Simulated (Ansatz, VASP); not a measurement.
# Cross-check of InGa5As5P between VASP and Ansatz, part 2 of 2

One calculation is typed for both programs; each brings its own data sets. How far apart do they land? The cell is taken from a series of runs on this material, whose earlier steps may have relaxed, scaled, displaced or heated it; both programs get it as it stands.

VASP 6.6.1 and Ansatz 0.2.0.

So far. Step 2 (VASP: single point, PBEsol, spin-orbit coupling): The run ends at a pressure of -0.19 GPa, with forces up to 0.024 eV/Å.

### Step 3. Ansatz: single point, PBEsol, spin-orbit coupling

Level of this step: Ansatz beside VASP: Kohn-Sham DFT, plane waves, PBEsol, spin-orbit coupling (Ansatz).

Ansatz runs on its PAW fully relativistic soft_1 files.

The same cell, functional, mesh and smearing now go to Ansatz, which takes its cutoff from its data sets.

The input, input.yaml:

```yaml
crystal:
  lattice:
    - [4.0297510915, 0.0, 0.0]
    - [0.0, 4.0230831466, 0.0]
    - [0.0, 0.0, 17.0896678541]
  atoms:
    - { symbol: In, position: [0.0, 0.0, 0.051311497] }
    - { symbol: P, position: [0.5, 0.0, 0.1408201969] }
    - { symbol: Ga, position: [0.5, 0.5, 0.2165492488] }
    - { symbol: As, position: [0.0, 0.5, 0.2986497971] }
    - { symbol: Ga, position: [0.0, 0.0, 0.3808264573] }
    - { symbol: As, position: [0.5, 0.0, 0.4629574688] }
    - { symbol: Ga, position: [0.5, 0.5, 0.5452768029] }
    - { symbol: As, position: [0.0, 0.5, 0.6273725276] }
    - { symbol: Ga, position: [0.0, 0.0, 0.7097326253] }
    - { symbol: As, position: [0.5, 0.0, 0.7918639746] }
    - { symbol: Ga, position: [0.5, 0.5, 0.8743633287] }
    - { symbol: As, position: [0.0, 0.5, 0.9555952554] }
kpoints:
  mp_grid: { grid: [6, 6, 2] }
  band_path:
    path:
      - [0.0, 0.0, 0.0]
      - [0.5, 0.0, 0.0]
      - [0.5, 0.5, 0.0]
      - [0.0, 0.5, 0.0]
      - [0.0, 0.0, 0.5]
      - [0.5, 0.0, 0.5]
      - [0.5, 0.5, 0.5]
      - [0.0, 0.5, 0.5]
    npoints: 1
hamiltonian:
  xc: pbesol
  pseudopotentials: { kind: paw_fr, azcp: { folder: soft_1 }, xc_functional: pbe }
scf:
  occupations: { method: fermi_dirac, width: 0.02 }
  n_extra_bands: 16
magnetization:
  noncollinear: true
  spin_orbit: true
output:
  eigenvalues: true
  write_density: true
  write_potential: true
  elf: true
  volumetric_format: npy
```

On the command line:

```sh
$ ansatz run input.yaml --threads 3 --pin off --max-ram 92160MiB --backend cuda --events-out ev --progress --plain --runs-dir out --devices 1 --max-vram 13GiB
```

Numbers of over 12 decimals in the logs are rounded to 6 here.

Output:

```text
scf.n_extra_bands = 16 over 158 filled bands (N_el = 158.0): the run solves 174 bands
GPUs: using 1 of 1 available (devices: 1).
Engine: ansatz 0.2.0, x86_64-unknown-linux-gnu
Pseudopotentials: kind: paw_fr
Pseudopotential: In, paw, valence charge 13, recommended cutoff 420 eV (normal), soft_1/In.paw.azcp
Pseudopotential: P, paw, valence charge 5, recommended cutoff 420 eV (normal), soft_1/P.paw.azcp
Pseudopotential: Ga, paw, valence charge 13, recommended cutoff 420 eV (normal), soft_1/Ga.paw.azcp
Pseudopotential: As, paw, valence charge 15, recommended cutoff 420 eV (normal), soft_1/As.paw.azcp
Functional definition: PBEsol
  exchange = pbesol_x
  correlation = pbesol_c
non-collinear run that drives no moment, with spin-orbit: no starting moment large enough to seed its density (crystal.atoms[].spin), no starting occupations that ask for one, no magnetisation constraint and no magnetic field, so the semilocal B_xc is pinned to zero
device memory: the entry about to start is reckoned to put 9.4 GiB on a device that reports 41.5 GiB free (of which the cap on the GPU budget leaves the run 13.0 GiB)
GPU FFT provider: cuFFT
GPU libraries: cuBLAS 13.8.2, cuFFT 12.4.0, cuSOLVER 12.3.4
Crystal: 12 atoms, lattice volume = 277.058 Å³
Basis set: ecut = 420 eV, 5449 PW (Γ)
Bands: 174, of which v1, the nominal top of the filled ones, is band 158 counted from 1 (157 counted from 0)
Symmetry: 4 space group operations + 4 with time reversal
Magnetic group: BNS 25.58 (UNI 156), of the structure as read, at distance tolerance 6.5e-5 Å
k-points: 32 of 72
Projection manifold: j_resolved (fully-relativistic pseudo-atomic orbitals)
Non-local potential: In, projectors of the file, resolved by j, l = 0: 2, l = 1: 4, l = 2: 4, l = 3: 2
Non-local potential: P, projectors of the file, resolved by j, l = 0: 2, l = 1: 4, l = 2: 2
Non-local potential: Ga, projectors of the file, resolved by j, l = 0: 2, l = 1: 4, l = 2: 6, l = 3: 2
Non-local potential: As, projectors of the file, resolved by j, l = 0: 2, l = 1: 4, l = 2: 6, l = 3: 2
PAW form: soft (Blöchl's): semilocal exchange-correlation on the pseudo side does not see the compensation charge
PAW frozen core: In, regenerated for the run's functional, and the local potential with it (the file was generated under x = pbe(κ = 0.804, μ = 0.219515), c = pbe(β = 0.066725))
PAW frozen core: P, regenerated for the run's functional, and the local potential with it (the file was generated under x = pbe(κ = 0.804, μ = 0.219515), c = pbe(β = 0.066725))
PAW frozen core: Ga, regenerated for the run's functional, and the local potential with it (the file was generated under x = pbe(κ = 0.804, μ = 0.219515), c = pbe(β = 0.066725))
PAW frozen core: As, regenerated for the run's functional, and the local potential with it (the file was generated under x = pbe(κ = 0.804, μ = 0.219515), c = pbe(β = 0.066725))
PAW one-centre angular grid: In, 590 points (default); XC on 64 Gauss nodes
PAW one-centre angular grid: P, 110 points (default); XC on 64 Gauss nodes
PAW one-centre angular grid: Ga, 590 points (default); XC on 64 Gauss nodes
PAW one-centre angular grid: As, 590 points (default); XC on 96 Gauss nodes
Initial density: superposition of atomic densities (chi_scale 0.1, normalization cell, long waves kept (reshape's long-wave potential 0.53 eV rms))
Initial wavefunctions: pseudopotential atomic-orbital guess
GPU buffer pool allocated for 87480 grid points (all kernels)
GPU transforms: local potential and band sums: pruned to the plane-wave sphere, on 27×27×120
Functional: x = pbesol(κ = 0.804, μ = 0.123457), c = pbesol(β = 0.046)
SCF iter   1: F=—  HF=-49054.078294 eV  |F-HF|=—  |Δ(HF+E_count)|=         —  Δρ=4.11e-2  dr2=5.48e0  dr2_m=0.00e0 (ungated)  ethr=3.10e-3  |M|=0.00e0 ∫|m|=0.00e0 μB  |m|>n=0.0e0 m-floor=0.0e0 τ_xc=0.0e0  β_m=0.30  ⟨swp⟩=6.7  Hψ=27747  notcnv=0  defer=13
preconditioner: auto → Resta (q_TF=auto, 2.485 Å⁻¹)  ε∞=4.1  [insulator: Δε(μ)=0.060 eV  Ē_g=13.199 eV  σ=0.020 eV  W_gap=0.64  n_scr=84 (ndim 8)  ℏωp=23.2 eV  f_vac=0.001  D(μ)=0.41/eV (n_scr^D=2)  ε∞_Penn≈4.1]
spin=Noncollinear: Resta preconditioning applied to the charge; magnetization (m_x, m_y, m_z) channels mix plain (no charge-response kernel on spin).
SCF iter   2: F=—  HF=-49053.481242 eV  |F-HF|=—  |Δ(HF+E_count)|=   5.97e-1  Δρ=3.01e-2  dr2=1.87e0  dr2_m=0.00e0 (ungated)  ethr=3.10e-3  |M|=0.00e0 ∫|m|=0.00e0 μB  |m|>n=0.0e0 m-floor=0.0e0 τ_xc=0.0e0  β_m=0.57  ⟨swp⟩=2.0  Hψ=6941  notcnv=0  defer=273
SCF iter   3: F=—  HF=-49053.098993 eV  |F-HF|=—  |Δ(HF+E_count)|=   3.82e-1  Δρ=8.82e-3  dr2=3.03e-1  dr2_m=0.00e0 (ungated)  ethr=1.18e-3  |M|=0.00e0 ∫|m|=0.00e0 μB  |m|>n=0.0e0 m-floor=0.0e0 τ_xc=0.0e0  β_m=0.63  ⟨swp⟩=2.0  Hψ=6546  notcnv=0  defer=290
[...]
device memory: the entry about to start is reckoned to put 5.4 GiB on a device that reports 50.7 GiB free (of which the cap on the GPU budget leaves the run 13.0 GiB)
NSCF: frozen V_eff on 8 k-points
SCF converged after 11 iterations
Magnetization: |M| = 0.0000 μB,  M = (+0.0000, +0.0000, +0.0000) μB
Absolute magnetization: 0.0000 μB (∫|m|)
  site 0: m = (+0.0000, +0.0000, +0.0000) μB, |m| = 0.0000 μB  (R = 1.04 Å)
  site 1: m = (+0.0000, +0.0000, +0.0000) μB, |m| = 0.0000 μB  (R = 0.99 Å)
  site 2: m = (+0.0000, +0.0000, +0.0000) μB, |m| = 0.0000 μB  (R = 0.99 Å)
  site 3: m = (+0.0000, +0.0000, +0.0000) μB, |m| = 0.0000 μB  (R = 1.01 Å)
  site 4: m = (+0.0000, +0.0000, +0.0000) μB, |m| = 0.0000 μB  (R = 1.01 Å)
  site 5: m = (+0.0000, +0.0000, +0.0000) μB, |m| = 0.0000 μB  (R = 1.01 Å)
  site 6: m = (+0.0000, +0.0000, +0.0000) μB, |m| = 0.0000 μB  (R = 1.01 Å)
  site 7: m = (+0.0000, +0.0000, +0.0000) μB, |m| = 0.0000 μB  (R = 1.01 Å)
  site 8: m = (+0.0000, +0.0000, +0.0000) μB, |m| = 0.0000 μB  (R = 1.01 Å)
  site 9: m = (+0.0000, +0.0000, +0.0000) μB, |m| = 0.0000 μB  (R = 1.01 Å)
  site 10: m = (+0.0000, +0.0000, +0.0000) μB, |m| = 0.0000 μB  (R = 1.01 Å)
  site 11: m = (+0.0000, +0.0000, +0.0000) μB, |m| = 0.0000 μB  (R = 1.01 Å)
Free energy (F): -49053.054075 eV
Harris-Foulkes:  -49053.054075 eV  (|F-HF|=1.16e-8)
Internal energy: -49053.054062 eV  (E = F + TS)
E sigma→0 (E₀):  -49053.054069 eV
Entropy (-TS):   -0.000013 eV (-0.001 meV/atom)
Fermi energy:    7.881721 eV
--- Per-component energies (eV) ---
  E_band       = -1681.137660
  E_kinetic    = 1336.831290
  E_local      = -21448.658330  (includes V_loc(G=0)·N_el)
  E_nonlocal   = -2056.445009
  E_hartree    = 12088.620322
  E_xc         = -877.833790
  E_vxc        = -799.610554  (∫ρ·V_xc dr)
  E_paw        = -24303.651469  (= ΣΔE_a)
  E_vpaw       = -2890.492115  (= ΣTr[D̂ρ^β])
  E_aug_tail   = -0.000888  (compensation charges beyond the density's cutoff)
  E_ewald      = -13801.378533
  E_core_change = 9.462345  (= ΣΔE_core)
  E_smearing   = -0.000013  (= −TS)
  E_closure    = 0.000000  (closes the sum)
  Σ components = -49053.054075   (vs F -49053.054075, Δ=0.00e0)
--- Band table (eV; the first three rows and the last of 32) ---
  k-point 0: bands = [... 154 lower, 7.6771, 7.6771, 7.7515, 7.7515, 8.0115, 8.0115, 8.9276, 8.9276, ... 12 higher]
  k-point 1: bands = [... 154 lower, 7.3663, 7.3663, 7.5025, 7.5025, 8.8555, 8.8555, 8.9430, 8.9430, ... 12 higher]
  k-point 2: bands = [... 154 lower, 6.9752, 6.9799, 7.4957, 7.4990, 9.2421, 9.2463, 9.3545, 9.3624, ... 12 higher]
  k-point 31: bands = [... 154 lower, 4.8466, 4.8466, 4.8611, 4.8611, 9.3382, 9.3382, 9.5275, 9.5275, ... 12 higher]
```

Reading the cycles: dr2 is the Hartree energy of the density residual (eV), the measure of convergence; HF is the Harris–Foulkes estimate of the energy, which meets the free energy F at convergence.

### Step 4. Side by side

Known differences besides the potentials themselves: spin-orbit coupling enters by fully relativistic files in Ansatz and inside the spheres in VASP; the data sets hold 158 valence electrons in Ansatz (on its PAW fully relativistic soft_1 files) and 108 in VASP; the cutoff is 420 eV in Ansatz and 400 eV in VASP; Ansatz makes its cores anew for this functional, VASP keeps those of its PBE data sets. Total energies have different zeros and are not compared.

Both answers:

```tsv
quantity	Ansatz	VASP	difference
gap on the k mesh (eV)	0.260	0.268	-0.008
```

A gap on the mesh is an upper bound, since the band edges may lie between its points.

### Step 5. What came out

* difference in gap on the k mesh (single point, PBEsol, spin-orbit coupling): -0.0079 eV

The difference in gap on the k mesh is -0.0079 eV (single point, PBEsol, spin-orbit coupling), within the 0.08 eV picked in this series as the mark of a large difference. The data sets hold unlike numbers of valence electrons (158 in Ansatz and 108 in VASP), so part of the differences comes from the potentials. Such differences can come from data sets, numerical settings and the points named under the comparisons, not from the functional's error against experiment.

[Lines on the potential files, build, host, timing and source positions are cut from VASP's logs without a mark.]

[Logs are printed without paths, hosts, clocks, repeated set-up lines and the standing remarks that a program may print on its own settings, such as how far it seeks lower states.]

[Hosts, paths, dates, database ids (printed as entryN), source tags and the programs' standing remarks are cut or masked in the printed files.]
